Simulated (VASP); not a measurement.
# Ge4H in VASP: further runs, part 2 of 2

VASP 6.6.1.

### 3 Phonons, PBE

Input file POSCAR:

```
Ge4H
1.0
    4.0008101700      0.0000000000      0.0000000000
   -2.0004050800      3.4648032400      0.0000000000
    0.0000000000      0.0000000000     25.7366054200
  Ge              H
     8     2
Direct
     0.0000000000000000    0.0000000000000000    0.2909935602167342
     0.6666666699999979    0.3333333300000021    0.3224711070062624
     0.6666666699999979    0.3333333300000021    0.4186557730083361
     0.3333333300000021    0.6666666699999979    0.4517439600350699
     0.3333333300000021    0.6666666699999979    0.5482560399649303
     0.0000000000000000    0.0000000000000000    0.5813442269916639
     0.0000000000000000    0.0000000000000000    0.6775288929937378
     0.6666666699999979    0.3333333300000021    0.7090064397832662
     0.6666666699999979    0.3333333300000021    0.7694218330581426
     0.0000000000000000    0.0000000000000000    0.2305781669418572
```

Input file INCAR.step1:

```
SYSTEM = Ge4H
PREC = Accurate
ENCUT = 600
EDIFF = 1E-8
ISMEAR = -1
SIGMA = 0.05
LREAL = .False.
LASPH = .True.
NELM = 100
ALGO = Normal
ISIF = 2
LWAVE = .False.
LCHARG = .False.
GGA = PE
KPAR = 4
IBRION = 2
NSW = 40
EDIFFG = -0.002
```

Input file INCAR.step2:

```
SYSTEM = Ge4H
PREC = Accurate
ENCUT = 600
EDIFF = 1E-8
ISMEAR = -1
SIGMA = 0.05
LREAL = .False.
LASPH = .True.
NELM = 100
ALGO = Normal
ISIF = 2
LWAVE = .False.
LCHARG = .False.
GGA = PE
KPAR = 4
IBRION = 8
NSW = 1
```

Input file KPOINTS:

```
regular mesh
0
Gamma
  6 6 1
  0 0 0
```

Potentials or basis: VASP PAW PBE potentials, release 64 (Ge_d, H).

On the command line:

```
$ cat potpaw_PBE.64/Ge_d/POTCAR potpaw_PBE.64/H/POTCAR > POTCAR
$ cp INCAR.step1 INCAR
$ mpirun -np 4 vasp_std > vasp.out
$ cp CONTCAR POSCAR
$ cp INCAR.step2 INCAR
$ mpirun -np 4 vasp_std > vasp.out
```

OUTCAR:

```text
SYSTEM = Ge4H
   PREC = Accurate
   ENCUT = 600
   EDIFF = 1E-8
   ISMEAR = -1
   LREAL = .False.
   LASPH = .True.
   NELM = 100
   ISIF = 2
   GGA = PE
   IBRION = 8
   NSW = 1

 ion  position               nearest neighbor table
   1  0.000  0.000  0.291-  10 1.55   2 2.45   2 2.45   2 2.45
   2  0.667  0.333  0.323-   1 2.45   1 2.45   1 2.45   3 2.47
   3  0.667  0.333  0.419-   4 2.46   4 2.46   4 2.46   2 2.47
   4  0.333  0.667  0.452-   3 2.46   3 2.46   3 2.46   5 2.48
   5  0.333  0.667  0.548-   6 2.46   6 2.46   6 2.46   4 2.48
   6  0.000  0.000  0.581-   5 2.46   5 2.46   5 2.46   7 2.47
   7  0.000  0.000  0.677-   8 2.45   8 2.45   8 2.45   6 2.47
   8  0.667  0.333  0.709-   9 1.55   7 2.45   7 2.45   7 2.45
   9  0.667  0.333  0.769-   8 1.55
  10  0.000  0.000  0.231-   1 1.55

[... 783 lines left out ...]
  4X    -0.045437   -0.000000    0.000000   -0.167204   -0.000000    0.000000   10.562711    0.000000    0.000000  -11.076059   -0.000000   -0.000000    0.745208    0.000000    0.000000   -0.145872   -0.000000   -0.000000    0.217513    0.000000    0.000000   -0.066401   -0.000000   -0.000000    0.052846    0.000000    0.000000   -0.077303   -0.000000    0.000000
  4Y    -0.000000   -0.045437    0.000000   -0.000000   -0.167204    0.000000    0.000000   10.562710    0.000000   -0.000000  -11.076059    0.000000    0.000000    0.745208    0.000000   -0.000000   -0.145872    0.000000    0.000000    0.217513    0.000000   -0.000000   -0.066401    0.000000    0.000000    0.052846    0.000000   -0.000000   -0.077303    0.000000
  4Z     0.000000    0.000000    0.216174    0.000000    0.000000    0.487639   -0.000000    0.000000    5.456221    0.000000    0.000000  -12.260144   -0.000000    0.000000    5.697329    0.000000   -0.000000    0.478958   -0.000000   -0.000000   -0.030466   -0.000000    0.000000   -0.000275    0.000000    0.000000   -0.020390    0.000000    0.000000   -0.025046
  5X    -0.066401   -0.000000   -0.000000    0.217513    0.000000    0.000000   -0.145872   -0.000000   -0.000000    0.745208    0.000000    0.000000  -11.076059   -0.000000   -0.000000   10.562711    0.000000    0.000000   -0.167204   -0.000000    0.000000   -0.045437   -0.000000    0.000000   -0.077303   -0.000000    0.000000    0.052846    0.000000    0.000000
  5Y    -0.000000   -0.066401    0.000000    0.000000    0.217513    0.000000   -0.000000   -0.145872    0.000000    0.000000    0.745208    0.000000   -0.000000  -11.076059    0.000000    0.000000   10.562710    0.000000   -0.000000   -0.167204    0.000000   -0.000000   -0.045437    0.000000   -0.000000   -0.077303    0.000000    0.000000    0.052846    0.000000
  5Z    -0.000000    0.000000   -0.000275   -0.000000   -0.000000   -0.030466    0.000000   -0.000000    0.478958   -0.000000    0.000000    5.697329    0.000000    0.000000  -12.260144   -0.000000    0.000000    5.456221    0.000000    0.000000    0.487639    0.000000    0.000000    0.216174    0.000000    0.000000   -0.025046    0.000000    0.000000   -0.020390
  6X    -0.002619   -0.000000   -0.000000   -0.057994   -0.000000    0.000000   -0.073736   -0.000000   -0.000000   -0.151029   -0.000000    0.000000   10.561389    0.000000    0.000000  -11.122799   -0.000000    0.000000    0.825497    0.000000   -0.000000   -0.232638   -0.000000    0.000000    0.285348    0.000000    0.000000   -0.031419   -0.000000    0.000000
  6Y    -0.000000   -0.002619    0.000000   -0.000000   -0.057994   -0.000000   -0.000000   -0.073736    0.000000   -0.000000   -0.151029    0.000000    0.000000   10.561389    0.000000   -0.000000  -11.122799    0.000000    0.000000    0.825497    0.000000   -0.000000   -0.232638    0.000000    0.000000    0.285348    0.000000   -0.000000   -0.031419    0.000000
  6Z    -0.000000    0.000000   -0.004692    0.000000   -0.000000    0.007308   -0.000000    0.000000    0.188713    0.000000   -0.000000    0.487616    0.000000    0.000000    5.464064    0.000000   -0.000000  -12.608834    0.000000   -0.000000    5.985752    0.000000    0.000000    0.545272    0.000000    0.000000   -0.076859    0.000000    0.000000    0.011660
  7X    -0.021157   -0.000000   -0.000000    0.046488    0.000000   -0.000000   -0.051380   -0.000000    0.000000    0.222404    0.000000    0.000000   -0.162475   -0.000000    0.000000    0.829682    0.000000    0.000000  -11.909529   -0.000000   -0.000000   11.240155    0.000000   -0.000000   -0.207588   -0.000000   -0.000000    0.013401    0.000000   -0.000000
  7Y    -0.000000   -0.021157    0.000000    0.000000    0.046488   -0.000000   -0.000000   -0.051380    0.000000    0.000000    0.222404   -0.000000   -0.000000   -0.162475    0.000000    0.000000    0.829682    0.000000   -0.000000  -11.909529    0.000000    0.000000   11.240155    0.000000   -0.000000   -0.207588    0.000000    0.000000    0.013401    0.000000
  7Z     0.000000   -0.000000   -0.002409   -0.000000    0.000000   -0.009331   -0.000000    0.000000   -0.000714    0.000000   -0.000000   -0.026479    0.000000   -0.000000    0.484637    0.000000    0.000000    5.986848    0.000000   -0.000000  -12.653913    0.000000    0.000000    5.689236   -0.000000   -0.000000    0.545404    0.000000    0.000000   -0.013280
  8X     0.008465    0.000000   -0.000000   -0.010033   -0.000000    0.000000    0.015347    0.000000   -0.000000   -0.053521   -0.000000   -0.000000   -0.032262   -0.000000   -0.000000   -0.212131   -0.000000    0.000000   11.253948    0.000000    0.000000  -11.935491   -0.000000    0.000000    0.968362    0.000000    0.000000   -0.002684   -0.000000   -0.000000
  8Y     0.000000    0.008465    0.000000   -0.000000   -0.010033    0.000000    0.000000    0.015347    0.000000   -0.000000   -0.053521    0.000000   -0.000000   -0.032262    0.000000   -0.000000   -0.212131    0.000000    0.000000   11.253948    0.000000   -0.000000  -11.935491   -0.000000    0.000000    0.968362    0.000000   -0.000000   -0.002684    0.000000
  8Z     0.000000    0.000000    0.005240    0.000000    0.000000   -0.005577    0.000000   -0.000000   -0.026347    0.000000    0.000000   -0.018116    0.000000    0.000000    0.199933    0.000000    0.000000    0.519974    0.000000    0.000000    5.689510    0.000000    0.000000  -20.173267    0.000000    0.000000   13.837988    0.000000    0.000000   -0.029339
  9X    -0.008571   -0.000000    0.000000    0.019978    0.000000    0.000000   -0.019864   -0.000000    0.000000    0.061210    0.000000    0.000000   -0.068571   -0.000000   -0.000000    0.296987    0.000000    0.000000   -0.201581   -0.000000   -0.000000    0.963380    0.000000    0.000000   -1.051504   -0.000000    0.000000    0.008535    0.000000    0.000000
  9Y    -0.000000   -0.008571    0.000000    0.000000    0.019978    0.000000   -0.000000   -0.019864    0.000000    0.000000    0.061210    0.000000   -0.000000   -0.068571    0.000000    0.000000    0.296987    0.000000   -0.000000   -0.201581    0.000000    0.000000    0.963380   -0.000000   -0.000000   -1.051504    0.000000    0.000000    0.008535    0.000000
  9Z     0.000000    0.000000   -0.015733    0.000000    0.000000   -0.011638    0.000000    0.000000    0.003508   -0.000000   -0.000000   -0.020869    0.000000    0.000000   -0.025462    0.000000    0.000000   -0.084693    0.000000    0.000000    0.547937    0.000000    0.000000   13.851248   -0.000000    0.000000  -14.276425    0.000000    0.000000    0.032127
 10X     0.963380    0.000000    0.000000   -0.201581   -0.000000   -0.000000    0.296987    0.000000    0.000000   -0.068571   -0.000000   -0.000000    0.061210    0.000000    0.000000   -0.019864   -0.000000    0.000000    0.019978    0.000000    0.000000   -0.008571   -0.000000    0.000000    0.008535    0.000000    0.000000   -1.051504   -0.000000    0.000000
 10Y     0.000000    0.963380   -0.000000   -0.000000   -0.201581    0.000000    0.000000    0.296987    0.000000   -0.000000   -0.068571    0.000000    0.000000    0.061210    0.000000   -0.000000   -0.019864    0.000000    0.000000    0.019978    0.000000   -0.000000   -0.008571    0.000000    0.000000    0.008535    0.000000   -0.000000   -1.051504    0.000000
 10Z     0.000000    0.000000   13.851248    0.000000    0.000000    0.547937    0.000000    0.000000   -0.084693    0.000000    0.000000   -0.025462   -0.000000   -0.000000   -0.020869    0.000000    0.000000    0.003508    0.000000    0.000000   -0.011638    0.000000    0.000000   -0.015733    0.000000    0.000000    0.032127   -0.000000    0.000000  -14.276425

 Eigenvectors and eigenvalues of the dynamical matrix
   1 f  =   59.519709 THz   373.973362 2PiTHz 1985.363794 cm-1   246.153628 meV
   2 f  =   59.386846 THz   373.138559 2PiTHz 1980.931957 cm-1   245.604150 meV
   3 f  =   16.236618 THz   102.017679 2PiTHz  541.595275 cm-1    67.149226 meV
   4 f  =   16.236618 THz   102.017679 2PiTHz  541.595274 cm-1    67.149226 meV
   5 f  =   16.097789 THz   101.145394 2PiTHz  536.964456 cm-1    66.575078 meV
   6 f  =   16.097789 THz   101.145394 2PiTHz  536.964456 cm-1    66.575078 meV
[... 19 lines left out ...]
  26 f  =    0.966881 THz     6.075095 2PiTHz   32.251694 cm-1     3.998699 meV
  27 f  =    0.966881 THz     6.075095 2PiTHz   32.251694 cm-1     3.998699 meV
  28 f/i=    0.023839 THz     0.149782 2PiTHz    0.795167 cm-1     0.098588 meV
  29 f/i=    0.069255 THz     0.435145 2PiTHz    2.310111 cm-1     0.286417 meV
  30 f/i=    0.069255 THz     0.435145 2PiTHz    2.310111 cm-1     0.286417 meV

 ELASTIC MODULI CONTR FROM IONIC RELAXATION (kBar)
 Direction    XX          YY          ZZ          XY          YZ          ZX
 --------------------------------------------------------------------------------
 XX        -150.7387     14.1798    -65.7020     -0.0000    -99.7180     -0.0000
 YY          14.1798   -150.7387    -65.7020     -0.0000     99.7180      0.0000
 ZZ         -65.7020    -65.7020  -1053.0112     -0.0000     -0.0000      0.0000
 XY          -0.0000     -0.0000     -0.0000    -82.4593      0.0000   -108.3526
 YZ         -99.7180     99.7180     -0.0000      0.0000   -248.6468     -0.0000
 ZX          -0.0000      0.0000      0.0000   -108.3526     -0.0000   -276.1802
 --------------------------------------------------------------------------------
```

Run time: 73 min. Hardware: 4 MPI ranks of Intel Xeon Platinum 8259CL at 2.50GHz (Skylake/Cascade Lake), shared host; peak memory 1.5 GiB.

What came out:

```
Highest phonon frequency at Γ, LO-TO splitting left out : 1985 cm⁻¹
```

Phonon frequencies in cm⁻¹ (negative: imaginary):
```tsv
q point	frequencies
(0.000, 0.000, 0.000)	-2 -2 -1 32 32 50 50 55 55 66 130 184 221 256 279 281 281 285 285 289 289 289 291 291 537 537 542 542 1981 1985
```
